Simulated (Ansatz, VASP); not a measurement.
# GaN: VASP beside Ansatz

```
Ga N
1.0
     3.17717    0.00000    0.00000
    -1.58858    2.75151    0.00000
     0.00000    0.00000    5.17522
Ga N
2 2
Direct
  0.33333 0.66667 0.99917
  0.66667 0.33333 0.49917
  0.33333 0.66667 0.37583
  0.66667 0.33333 0.87583
```

Alike in both runs: functional RPBE; dispersion D4; k mesh 8 × 8 × 6; occupations gaussian, width 0.05 eV; no spin polarisation.

Ansatz relaxed the structure, and its values are those at the end. VASP's run is a single point on that final structure, the one shown.

|  | VASP | Ansatz |
| --- | --- | --- |
| version | VASP 6.6.1 | Ansatz 0.2.0 |
| potentials or method | VASP PAW PBE potentials, release 64 (Ga_d, N) | scalar-relativistic, plane waves, PAW |
| plane-wave cutoff (eV) | 520 | 420 |
| valence electrons in the cell | 36 | 36 |

|  | VASP | Ansatz | Ansatz less VASP |
| --- | --- | --- | --- |
| gap on the k mesh at the Fermi level (eV) | 2.04 | 2.01 | -0.023 |
| least direct gap on the mesh (eV) | 2.04 | 2.01 | -0.023 |
| pressure (GPa) | -1.4 | -1.1 | +0.27 |
| rms of the force components (eV/Å) | 0.006 | 0.005 | -0.0011 |
| dispersion energy (meV/atom) | -815.9 | -816.1 | -0.11 |

Caveats: the PAW data sets were made with another functional, which shifts forces and pressure a little (VASP). A hybrid or GW would open this gap; RPBE tends to underestimate it.
